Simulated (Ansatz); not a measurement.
# 96-atom supercell of wurtzite BN, part 3 of 3

Ansatz 0.2.0, PAW. Earlier steps stand in the parts before.

### Step 4. r²SCAN on the same atoms

in.yaml

```yaml
crystal:
  lattice:
    - [7.622990, 0.000000, 0.000000]
    - [0.000000, 8.802271, 0.000000]
    - [0.000000, 0.000000, 8.406582]
  atoms:
    - { symbol: B, position: [0.000000, 0.166667, 0.000384] }
    - { symbol: B, position: [0.000000, 0.166667, 0.500384] }
    - { symbol: B, position: [0.333333, 0.166667, 0.000384] }
    - { symbol: B, position: [0.333333, 0.166667, 0.500384] }
    - { symbol: B, position: [0.166667, 0.416667, 0.000384] }
    - { symbol: B, position: [0.166667, 0.416667, 0.500384] }
    - { symbol: B, position: [0.000000, 0.666667, 0.000384] }
    - { symbol: B, position: [0.000000, 0.666667, 0.500384] }
    - { symbol: B, position: [0.666667, 0.166667, 0.000384] }
    - { symbol: B, position: [0.666667, 0.166667, 0.500384] }
    - { symbol: B, position: [0.500000, 0.416667, 0.000384] }
    - { symbol: B, position: [0.500000, 0.416667, 0.500384] }
    - { symbol: B, position: [0.333333, 0.666667, 0.000384] }
    - { symbol: B, position: [0.333333, 0.666667, 0.500384] }
    - { symbol: B, position: [0.166667, 0.916667, 0.000384] }
    - { symbol: B, position: [0.166667, 0.916667, 0.500384] }
    - { symbol: B, position: [0.833333, 0.416667, 0.000384] }
    - { symbol: B, position: [0.833333, 0.416667, 0.500384] }
    - { symbol: B, position: [0.666667, 0.666667, 0.000384] }
    - { symbol: B, position: [0.666667, 0.666667, 0.500384] }
    - { symbol: B, position: [0.500000, 0.916667, 0.000384] }
    - { symbol: B, position: [0.500000, 0.916667, 0.500384] }
    - { symbol: B, position: [0.833333, 0.916667, 0.000384] }
    - { symbol: B, position: [0.833333, 0.916667, 0.500384] }
    - { symbol: B, position: [0.166667, 0.083333, 0.250384] }
    - { symbol: B, position: [0.166667, 0.083333, 0.750384] }
    - { symbol: B, position: [0.000000, 0.333333, 0.250384] }
    - { symbol: B, position: [0.000000, 0.333333, 0.750384] }
    - { symbol: B, position: [0.500000, 0.083333, 0.250384] }
    - { symbol: B, position: [0.500000, 0.083333, 0.750384] }
    - { symbol: B, position: [0.333333, 0.333333, 0.250384] }
    - { symbol: B, position: [0.333333, 0.333333, 0.750384] }
    - { symbol: B, position: [0.166667, 0.583333, 0.250384] }
    - { symbol: B, position: [0.166667, 0.583333, 0.750384] }
    - { symbol: B, position: [0.000000, 0.833333, 0.250384] }
    - { symbol: B, position: [0.000000, 0.833333, 0.750384] }
    - { symbol: B, position: [0.833333, 0.083333, 0.250384] }
    - { symbol: B, position: [0.833333, 0.083333, 0.750384] }
    - { symbol: B, position: [0.666667, 0.333333, 0.250384] }
    - { symbol: B, position: [0.666667, 0.333333, 0.750384] }
    - { symbol: B, position: [0.500000, 0.583333, 0.250384] }
    - { symbol: B, position: [0.500000, 0.583333, 0.750384] }
    - { symbol: B, position: [0.333333, 0.833333, 0.250384] }
    - { symbol: B, position: [0.333333, 0.833333, 0.750384] }
    - { symbol: B, position: [0.833333, 0.583333, 0.250384] }
    - { symbol: B, position: [0.833333, 0.583333, 0.750384] }
    - { symbol: B, position: [0.666667, 0.833333, 0.250384] }
    - { symbol: B, position: [0.666667, 0.833333, 0.750384] }
    - { symbol: N, position: [0.000000, 0.166667, 0.187616] }
    - { symbol: N, position: [0.000000, 0.166667, 0.687616] }
    - { symbol: N, position: [0.333333, 0.166667, 0.187616] }
    - { symbol: N, position: [0.333333, 0.166667, 0.687616] }
    - { symbol: N, position: [0.166667, 0.416667, 0.187616] }
    - { symbol: N, position: [0.166667, 0.416667, 0.687616] }
    - { symbol: N, position: [0.000000, 0.666667, 0.187616] }
    - { symbol: N, position: [0.000000, 0.666667, 0.687616] }
    - { symbol: N, position: [0.666667, 0.166667, 0.187616] }
    - { symbol: N, position: [0.666667, 0.166667, 0.687616] }
    - { symbol: N, position: [0.500000, 0.416667, 0.187616] }
    - { symbol: N, position: [0.500000, 0.416667, 0.687616] }
    - { symbol: N, position: [0.333333, 0.666667, 0.187616] }
    - { symbol: N, position: [0.333333, 0.666667, 0.687616] }
    - { symbol: N, position: [0.166667, 0.916667, 0.187616] }
    - { symbol: N, position: [0.166667, 0.916667, 0.687616] }
    - { symbol: N, position: [0.833333, 0.416667, 0.187616] }
    - { symbol: N, position: [0.833333, 0.416667, 0.687616] }
    - { symbol: N, position: [0.666667, 0.666667, 0.187616] }
    - { symbol: N, position: [0.666667, 0.666667, 0.687616] }
    - { symbol: N, position: [0.500000, 0.916667, 0.187616] }
    - { symbol: N, position: [0.500000, 0.916667, 0.687616] }
    - { symbol: N, position: [0.833333, 0.916667, 0.187616] }
    - { symbol: N, position: [0.833333, 0.916667, 0.687616] }
    - { symbol: N, position: [0.166667, 0.083333, 0.437616] }
    - { symbol: N, position: [0.166667, 0.083333, 0.937616] }
    - { symbol: N, position: [0.000000, 0.333333, 0.437616] }
    - { symbol: N, position: [0.000000, 0.333333, 0.937616] }
    - { symbol: N, position: [0.500000, 0.083333, 0.437616] }
    - { symbol: N, position: [0.500000, 0.083333, 0.937616] }
    - { symbol: N, position: [0.333333, 0.333333, 0.437616] }
    - { symbol: N, position: [0.333333, 0.333333, 0.937616] }
    - { symbol: N, position: [0.166667, 0.583333, 0.437616] }
    - { symbol: N, position: [0.166667, 0.583333, 0.937616] }
    - { symbol: N, position: [0.000000, 0.833333, 0.437616] }
    - { symbol: N, position: [0.000000, 0.833333, 0.937616] }
    - { symbol: N, position: [0.833333, 0.083333, 0.437616] }
    - { symbol: N, position: [0.833333, 0.083333, 0.937616] }
    - { symbol: N, position: [0.666667, 0.333333, 0.437616] }
    - { symbol: N, position: [0.666667, 0.333333, 0.937616] }
    - { symbol: N, position: [0.500000, 0.583333, 0.437616] }
    - { symbol: N, position: [0.500000, 0.583333, 0.937616] }
    - { symbol: N, position: [0.333333, 0.833333, 0.437616] }
    - { symbol: N, position: [0.333333, 0.833333, 0.937616] }
    - { symbol: N, position: [0.833333, 0.583333, 0.437616] }
    - { symbol: N, position: [0.833333, 0.583333, 0.937616] }
    - { symbol: N, position: [0.666667, 0.833333, 0.437616] }
    - { symbol: N, position: [0.666667, 0.833333, 0.937616] }
kpoints:
  mp_grid: { grid: [1, 1, 1] }
hamiltonian:
  xc: r2scan
scf:
  occupations: { method: fermi_dirac, width: 0.01 }
output:
  forces: true
  eigenvalues: true
  populations: true
  eigenstates: { kpoints: [[0, 0, 0]], e_range: [-6.0, 6.0], localisation: true }
```

Command:

```console
$ ansatz run in.yaml --threads 8 --pin off --max-ram 17100MiB --runs-dir r --events-out ev --progress --plain
```

Log:

```text
Pseudopotentials: kind: paw
Functional definition: r2SCAN
  parameter k0 = 0.174
  parameter k1 = 0.065
  parameter a1 = 4.9479
  exchange = r2scan_x(k0 = k0, k1 = k1, a1 = a1)
  correlation = r2scan_c
Crystal: 96 atoms, lattice volume = 564.078 Å³
Basis set: ecut = 500 eV, 14321 PW (Γ), exchange–correlation on 240×288×256 points (64 copies of the dense FFT grid, shifted against one another)
Bands: 288, of which v1, the nominal top of the filled ones, is band 192 counted from 1 (191 counted from 0)
Symmetry: 96 space group operations
Space group: P63mc (ITA 186), of the structure as read, at distance tolerance 8.3e-5 Å
k-points: 1
Non-local potential: B, projectors of the file, l = 0: 2, l = 1: 2, l = 2: 1
Non-local potential: N, projectors of the file, l = 0: 2, l = 1: 2, l = 2: 1
PAW form: soft (Blöchl's): semilocal exchange-correlation on the pseudo side does not see the compensation charge
PAW frozen core: B, regenerated for the run's functional (the file was generated under x = pbe(κ = 0.804, μ = 0.2195149727645171), c = pbe(β = 0.06672455060314922))
PAW frozen core: N, regenerated for the run's functional (the file was generated under x = pbe(κ = 0.804, μ = 0.2195149727645171), c = pbe(β = 0.06672455060314922))
PAW one-centre angular grid: B, 302 points (default); XC on 160 Gauss nodes
PAW one-centre angular grid: N, 302 points (default); XC on 160 Gauss nodes
Initial density: superposition of atomic densities (neutral atoms: chi_scale 0, normalization atom), corrected by the library's trained network
Initial wavefunctions: pseudopotential atomic-orbital guess
Functional: x = r2scan, c = r2scan; τ floored in thin density (d = 2e-4 eV/Å³)
SCF iter   1: F=—  HF=-26102.727704 eV  |F-HF|=—  |Δ(HF+E_count)|=         —  Δρ=1.20e-2  dr2=5.55e-1  dr2_τ=1.60e1  ethr=1.77e-3  ⟨swp⟩=6.0  Hψ=1236  notcnv=0  defer=21
preconditioner: auto → Resta (q_TF=auto, 2.559 Å⁻¹)  ε∞=3.7  [insulator: Δε(μ)=5.720 eV  Ē_g=18.673 eV  σ=0.010 eV  W_gap=1.00  n_scr=154 (ndim 8)  ℏωp=30.6 eV  f_vac=0.000  D(μ)=0.00/eV (n_scr^D=0)  ε∞_Penn≈3.7]
SCF iter   2: F=—  HF=-26107.374764 eV  |F-HF|=—  |Δ(HF+E_count)|=    4.65e0  Δρ=8.06e-3  dr2=1.97e-1  dr2_τ=6.99e-3  ethr=1.45e-4  ⟨swp⟩=3.0  Hψ=532  notcnv=0  defer=91
SCF iter   3: F=—  HF=-26107.380692 eV  |F-HF|=—  |Δ(HF+E_count)|=   5.93e-3  Δρ=1.42e-3  dr2=8.63e-3  dr2_τ=1.36e-3  ethr=5.14e-5  ⟨swp⟩=2.0  Hψ=361  notcnv=0  defer=91
SCF iter   4: F=—  HF=-26107.380809 eV  |F-HF|=—  |Δ(HF+E_count)|=   1.17e-4  Δρ=4.14e-4  dr2=6.22e-4  dr2_τ=6.21e-5  ethr=2.25e-6  ⟨swp⟩=2.0  Hψ=375  notcnv=0  defer=91
SCF iter   5: F=—  HF=-26107.380944 eV  |F-HF|=—  |Δ(HF+E_count)|=   1.35e-4  Δρ=7.85e-5  dr2=1.73e-5  dr2_τ=2.33e-6  ethr=1.62e-7  ⟨swp⟩=2.0  Hψ=370  notcnv=0  defer=91
SCF iter   6: F=—  HF=-26107.382181 eV  |F-HF|=—  |Δ(HF+E_count)|=   1.24e-3  Δρ=1.36e-5  dr2=5.34e-7  dr2_τ=3.24e-8  ethr=4.50e-9  ⟨swp⟩=2.0  Hψ=307  notcnv=0  defer=91
SCF iter   7: F=-26107.382181 eV  HF=-26107.382181 eV  |F-HF|=3.51e-9  |Δ(HF+E_count)|=   3.89e-7  Δρ=1.24e-6  dr2=3.88e-9  dr2_τ=5.03e-10  ethr=2.60e-11  ⟨swp⟩=17.0  Hψ=1870  notcnv=0
SCF 1 converged in 7 iterations: F = -26107.382181 eV  dr2 = 3.88e-9
NSCF: frozen V_eff on 1 k-points
SCF converged after 7 iterations
Free energy (F): -26107.382181 eV
Harris-Foulkes:  -26107.382181 eV  (|F-HF|=3.51e-9)
Internal energy: -26107.382181 eV  (E = F + TS)
E sigma→0 (E₀):  -26107.382181 eV
Fermi energy:    14.138033 eV
--- Per-component energies (eV) ---
  E_band       = 1085.102652
  E_kinetic    = 8953.695949
  E_local      = -8442.819450  (includes V_loc(G=0)·N_el)
  E_nonlocal   = 2682.179067
  E_hartree    = 2404.127021
  E_xc         = -4435.192790
  E_vxc        = -6138.298821  (∫ρ·V_xc dr)
  E_paw        = -10057.030723  (= ΣΔE_a)
  E_vpaw       = -1113.885994  (= ΣTr[D̂ρ^β])
  E_aug_tail   = 0.000975  (compensation charges beyond the density's cutoff)
  E_vtau       = 335.976008  (kinetic-family band-sum trace: ∫τ·v_τ [+ j·A + Jᵃ·Aᵃ] dr)
  E_ewald      = -17210.037912
  E_core_change = -2.304319  (= ΣΔE_core)
  E_smearing   = -0.000000  (= −TS)
  E_closure    = -0.000000  (closes the sum)
  Σ components = -26107.382181   (vs F -26107.382181, Δ=0.00e0)
--- Forces (eV/Å), atoms counted from 1 ---
  atom   1  B      0.00000000    -0.06970968    -0.10820537
  atom   2  B     -0.00000000    -0.06970968    -0.10820537
  atom   3  B      0.00000000    -0.06970968    -0.10820537
  atom   4  B     -0.00000000    -0.06970968    -0.10820537
  atom   5  B     -0.00000000    -0.06970968    -0.10820537
  atom   6  B     -0.00000000    -0.06970968    -0.10820537
  atom   7  B      0.00000000    -0.06970968    -0.10820537
  atom   8  B      0.00000000    -0.06970968    -0.10820537
  atom   9  B     -0.00000000    -0.06970968    -0.10820537
  atom  10  B      0.00000000    -0.06970968    -0.10820537
  atom  11  B      0.00000000    -0.06970968    -0.10820537
  atom  12  B      0.00000000    -0.06970968    -0.10820537
  atom  13  B      0.00000000    -0.06970968    -0.10820537
  atom  14  B      0.00000000    -0.06970968    -0.10820537
  atom  15  B      0.00000000    -0.06970968    -0.10820537
  atom  16  B     -0.00000000    -0.06970968    -0.10820537
  atom  17  B      0.00000000    -0.06970968    -0.10820537
  atom  18  B      0.00000000    -0.06970968    -0.10820537
  atom  19  B     -0.00000000    -0.06970968    -0.10820537
  atom  20  B     -0.00000000    -0.06970968    -0.10820537
  atom  21  B      0.00000000    -0.06970968    -0.10820537
  atom  22  B     -0.00000000    -0.06970968    -0.10820537
  atom  23  B      0.00000000    -0.06970968    -0.10820537
  atom  24  B      0.00000000    -0.06970968    -0.10820537
  atom  25  B      0.00000000     0.06970968    -0.10820537
  atom  26  B      0.00000000     0.06970968    -0.10820537
  atom  27  B     -0.00000000     0.06970968    -0.10820537
  atom  28  B     -0.00000000     0.06970968    -0.10820537
  atom  29  B     -0.00000000     0.06970968    -0.10820537
  atom  30  B     -0.00000000     0.06970968    -0.10820537
  atom  31  B     -0.00000000     0.06970968    -0.10820537
  atom  32  B     -0.00000000     0.06970968    -0.10820537
  atom  33  B     -0.00000000     0.06970968    -0.10820537
  atom  34  B     -0.00000000     0.06970968    -0.10820537
  atom  35  B     -0.00000000     0.06970968    -0.10820537
  atom  36  B      0.00000000     0.06970968    -0.10820537
  atom  37  B      0.00000000     0.06970968    -0.10820537
  atom  38  B     -0.00000000     0.06970968    -0.10820537
  atom  39  B      0.00000000     0.06970968    -0.10820537
  atom  40  B      0.00000000     0.06970968    -0.10820537
  atom  41  B     -0.00000000     0.06970968    -0.10820537
  atom  42  B      0.00000000     0.06970968    -0.10820537
  atom  43  B     -0.00000000     0.06970968    -0.10820537
  atom  44  B     -0.00000000     0.06970968    -0.10820537
  atom  45  B      0.00000000     0.06970968    -0.10820537
  atom  46  B      0.00000000     0.06970968    -0.10820537
  atom  47  B     -0.00000000     0.06970968    -0.10820537
  atom  48  B      0.00000000     0.06970968    -0.10820537
  atom  49  N     -0.00000000    -0.09106755     0.10821899
  atom  50  N     -0.00000000    -0.09106755     0.10821899
  atom  51  N      0.00000000    -0.09106755     0.10821899
  atom  52  N      0.00000000    -0.09106755     0.10821899
  atom  53  N      0.00000000    -0.09106755     0.10821899
  atom  54  N      0.00000000    -0.09106755     0.10821899
  atom  55  N      0.00000000    -0.09106755     0.10821899
  atom  56  N     -0.00000000    -0.09106755     0.10821899
  atom  57  N      0.00000000    -0.09106755     0.10821899
  atom  58  N      0.00000000    -0.09106755     0.10821899
  atom  59  N      0.00000000    -0.09106755     0.10821899
  atom  60  N      0.00000000    -0.09106755     0.10821899
  atom  61  N      0.00000000    -0.09106755     0.10821899
  atom  62  N      0.00000000    -0.09106755     0.10821899
  atom  63  N      0.00000000    -0.09106755     0.10821899
  atom  64  N      0.00000000    -0.09106755     0.10821899
  atom  65  N      0.00000000    -0.09106755     0.10821899
  atom  66  N     -0.00000000    -0.09106755     0.10821899
  atom  67  N      0.00000000    -0.09106755     0.10821899
  atom  68  N      0.00000000    -0.09106755     0.10821899
  atom  69  N      0.00000000    -0.09106755     0.10821899
  atom  70  N      0.00000000    -0.09106755     0.10821899
  atom  71  N      0.00000000    -0.09106755     0.10821899
  atom  72  N      0.00000000    -0.09106755     0.10821899
  atom  73  N     -0.00000000     0.09106755     0.10821899
  atom  74  N     -0.00000000     0.09106755     0.10821899
  atom  75  N     -0.00000000     0.09106755     0.10821899
  atom  76  N     -0.00000000     0.09106755     0.10821899
  atom  77  N     -0.00000000     0.09106755     0.10821899
  atom  78  N     -0.00000000     0.09106755     0.10821899
  atom  79  N     -0.00000000     0.09106755     0.10821899
  atom  80  N     -0.00000000     0.09106755     0.10821899
  atom  81  N      0.00000000     0.09106755     0.10821899
  atom  82  N      0.00000000     0.09106755     0.10821899
  atom  83  N     -0.00000000     0.09106755     0.10821899
  atom  84  N     -0.00000000     0.09106755     0.10821899
  atom  85  N     -0.00000000     0.09106755     0.10821899
  atom  86  N     -0.00000000     0.09106755     0.10821899
  atom  87  N     -0.00000000     0.09106755     0.10821899
  atom  88  N     -0.00000000     0.09106755     0.10821899
  atom  89  N     -0.00000000     0.09106755     0.10821899
  atom  90  N     -0.00000000     0.09106755     0.10821899
  atom  91  N     -0.00000000     0.09106755     0.10821899
  atom  92  N     -0.00000000     0.09106755     0.10821899
  atom  93  N      0.00000000     0.09106755     0.10821899
  atom  94  N     -0.00000000     0.09106755     0.10821899
  atom  95  N      0.00000000     0.09106755     0.10821899
  atom  96  N      0.00000000     0.09106755     0.10821899
  max |Σ_I F_I| component: 6.54e-4 eV/Å
--- Band table (eV) ---
  k-point 0: bands = [... 180 lower levels ..., "9.2400", "9.6033", "9.6033", "10.0438", "10.0438", "10.0565", "10.0565", "10.0782", "10.0782", "11.0004", "11.2707", "11.2829", "16.9975", "16.9975", "18.4975", "18.4975", "18.6061", "19.2422", "19.2422", "19.2913", "19.2913", "19.2913", "19.2913", "19.3545", ... 84 higher levels ...]
--- Löwdin populations: 96 sites ---
  site symbol       q [e]
     0      B      2.6321
     1      B      2.6321
     2      B      2.6321
     3      B      2.6321
     4      B      2.6321
     5      B      2.6321
     6      B      2.6321
     7      B      2.6321
     8      B      2.6321
     9      B      2.6321
    10      B      2.6321
    11      B      2.6321
    12      B      2.6321
    13      B      2.6321
    14      B      2.6321
    15      B      2.6321
    16      B      2.6321
    17      B      2.6321
    18      B      2.6321
    19      B      2.6321
    20      B      2.6321
    21      B      2.6321
    22      B      2.6321
    23      B      2.6321
    24      B      2.6321
    25      B      2.6321
    26      B      2.6321
    27      B      2.6321
    28      B      2.6321
    29      B      2.6321
    30      B      2.6321
    31      B      2.6321
    32      B      2.6321
    33      B      2.6321
    34      B      2.6321
    35      B      2.6321
    36      B      2.6321
    37      B      2.6321
    38      B      2.6321
    39      B      2.6321
    40      B      2.6321
    41      B      2.6321
    42      B      2.6321
    43      B      2.6321
    44      B      2.6321
    45      B      2.6321
    46      B      2.6321
    47      B      2.6321
    48      N      5.3363
    49      N      5.3363
    50      N      5.3363
    51      N      5.3363
    52      N      5.3363
    53      N      5.3363
    54      N      5.3363
    55      N      5.3363
    56      N      5.3363
    57      N      5.3363
    58      N      5.3363
    59      N      5.3363
    60      N      5.3363
    61      N      5.3363
    62      N      5.3363
    63      N      5.3363
    64      N      5.3363
    65      N      5.3363
    66      N      5.3363
    67      N      5.3363
    68      N      5.3363
    69      N      5.3363
    70      N      5.3363
    71      N      5.3363
    72      N      5.3363
    73      N      5.3363
    74      N      5.3363
    75      N      5.3363
    76      N      5.3363
    77      N      5.3363
    78      N      5.3363
    79      N      5.3363
    80      N      5.3363
    81      N      5.3363
    82      N      5.3363
    83      N      5.3363
    84      N      5.3363
    85      N      5.3363
    86      N      5.3363
    87      N      5.3363
    88      N      5.3363
    89      N      5.3363
    90      N      5.3363
    91      N      5.3363
    92      N      5.3363
    93      N      5.3363
    94      N      5.3363
    95      N      5.3363
  spilling = 0.003946 (of n_electrons = 384.000000)
```

Run time: 8.6 s. Hardware: 8 threads of AMD EPYC 7B13, shared host; peak memory 2.2 GiB.

Top filled level 11.283 eV, lowest empty level 16.997 eV: 5.71 eV apart at the Γ point alone.

The states next to the gap (eigenstates.tsv), from the top filled level:

```
level (eV)  spin  filling  atoms sharing it  main element  its share  largest atom
     -0.28  both     2.00              70.6             N       0.80             –
     -0.01  both     2.00              68.5             N       0.82             –
      0.00  both     2.00              68.5             N       0.82             –
      5.71  both     0.00              94.0             B       0.57             –
      5.71  both     0.00              94.0             B       0.57             –
```

### Step 5. Outcome

This closing draws on all 3 parts.

```
 level                     time  top filled to lowest empty (eV)  energy (eV/atom)  pressure (GPa)
PBEsol    5.4 s (8 CPU threads)                             4.94         -266.8690            0.65
 HSE06  2.1 min (8 CPU threads)                             6.51         -271.1778               -
r²SCAN    8.6 s (8 CPU threads)                             5.71         -271.9519               -
```

**In words.** At the same k points, PBEsol gives a spacing 1.57 eV smaller and r²SCAN gives a spacing 0.80 eV smaller than the 6.51 eV of HSE06. The HSE06 single point took about 23 times as long as the PBEsol one on the same kind of device. With one k point the spacing samples only the states that fold onto it, so it can exceed the gap over the zone.
